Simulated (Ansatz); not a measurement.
# Si4C5: the cost of one run

Computed with Ansatz 0.2.0 (DFT PBE, scalar-relativistic, plane waves, PAW, unless a step's input says otherwise).

The COD entry's cell or inner coordinates are ideal or old and differ from later refinements, so a difference from it is no clean test against experiment.

8 further runs of the same task are left out: 1 that didn't finish, 7 set aside as unsound or not needed. Runs told in other sessions of the task aren't counted.

**1. The starting structure**

The structure is monoclinic, space group Pm (No. 6). The conventional cell has a = 4.379 Å, b = 3.097 Å, c = 21.633 Å, α = 90.00°, β = 90.00°, γ = 90.00°. Si (site symmetry m) is surrounded by 3 C at 1.90 Å. Around C (site symmetry m) lie 3 Si at 1.90 Å. Around Si (site symmetry m) lie 4 C at 1.90 to 1.94 Å. C (site symmetry m) has 4 Si at 1.90 to 1.95 Å in its first shell of neighbours. Si (site symmetry m) is surrounded by 4 C at 1.86 to 1.95 Å. C (site symmetry m) is surrounded by 4 Si at 1.84 to 1.94 Å. Around Si (site symmetry m) lie 4 C at 1.63 to 1.84 Å. Around C (site symmetry m) lie 3 Si at 1.78 to 1.86 Å. Only part of the 9 independent sites is listed.

As a file:

```cif
data_structure
_symmetry_space_group_name_H-M 'Pm'
_symmetry_Int_Tables_number 6
_cell_length_a 4.3795
_cell_length_b 3.0967
_cell_length_c 21.6332
_cell_angle_alpha 90.000
_cell_angle_beta 90.000
_cell_angle_gamma 90.000
_cell_volume 293.39
loop_
_atom_site_label
_atom_site_type_symbol
_atom_site_symmetry_multiplicity
_atom_site_Wyckoff_symbol
_atom_site_fract_x
_atom_site_fract_y
_atom_site_fract_z
_atom_site_occupancy
Si1 Si 1 b 0.50000 0.50000 0.18490 1
C1 C 1 a 0.25000 0.00000 0.18490 1
Si2 Si 1 a 0.00000 0.00000 0.25647 1
C2 C 1 b 0.75000 0.50000 0.25647 1
Si3 Si 1 b 0.49714 0.50000 0.33084 1
C3 C 1 a 0.25594 0.00000 0.32961 1
Si4 Si 1 a 0.94989 0.00000 0.38799 1
C4 C 1 b 0.75474 0.50000 0.39907 1
C5 C 1 a 0.25474 0.00000 0.43097 1
```

This is the geometry of the first run shown, built on a cell relaxed beforehand with the same method.

**2. Plan of the line**

Atoms count from 1 in the order of the input.

C is moved along a line over the surface and along the normal, above a rigid substrate.

The axes are (1) position of C9 along the diagonal of the surface cell, from above C8: 8 values from 0.00 to 4.69 Å, periodic; (2) height of C9 above the plane of C8: 8 values from −0.30 to 3.27 Å.

Nothing else is relaxed. Points are written as (first, second).

**3. Grid point (2.68 Å, 0.69 Å)**

A dipole layer in the vacuum cancels the field that periodic copies would set up if the slab's two faces differ.

input.yaml

```yaml
crystal:
  lattice:
    - [3.0967389913, 0.0, 0.0]
    - [0.0, 4.3794502806, 0.0]
    - [0.0, 0.0, 21.633207668]
  atoms:
    - { symbol: Si, position: [0.5, 0.5, 0.18490092] }
    - { symbol: C, position: [0.0, 0.25, 0.18490092] }
    - { symbol: Si, position: [0.0, 0.0, 0.2564746561] }
    - { symbol: C, position: [0.5, 0.75, 0.2564746561] }
    - { symbol: Si, position: [0.5, 0.4971399428, 0.3308417698] }
    - { symbol: C, position: [0.0, 0.2559422956, 0.3296079144] }
    - { symbol: Si, position: [0.0, 0.9498901322, 0.3879886411] }
    - { symbol: C, position: [0.5, 0.754737722, 0.3990720101] }
    - { symbol: C, position: [1.0, 1.254737722, 0.4309674188], spin: 2.0 }
basis:
  ecutwfc: 420
kpoints:
  mp_grid: { grid: [9, 6, 1] }
hamiltonian:
  xc: pbe
  pseudopotentials: { kind: paw, azcp: { folder: soft_1 } }
scf:
  occupations: { method: gaussian, width: 0.05 }
output:
  forces: true
  eigenvalues: true
  populations: true
magnetization:
  spin_polarized: true
efield:
  axis: 3
  dipole_correction: true
  ramp_width: 0.04
```

The run is started by

```console
$ ansatz run input.yaml --threads 1 --pin off --max-ram 3072MiB --backend cpu --events-out ev --progress --plain --runs-dir out
```

**Question.** How long does this run take on 1 thread of Arm Neoverse V1, shared host, and how much memory does it need?

About 96 s, with a peak of 0.57 GiB.
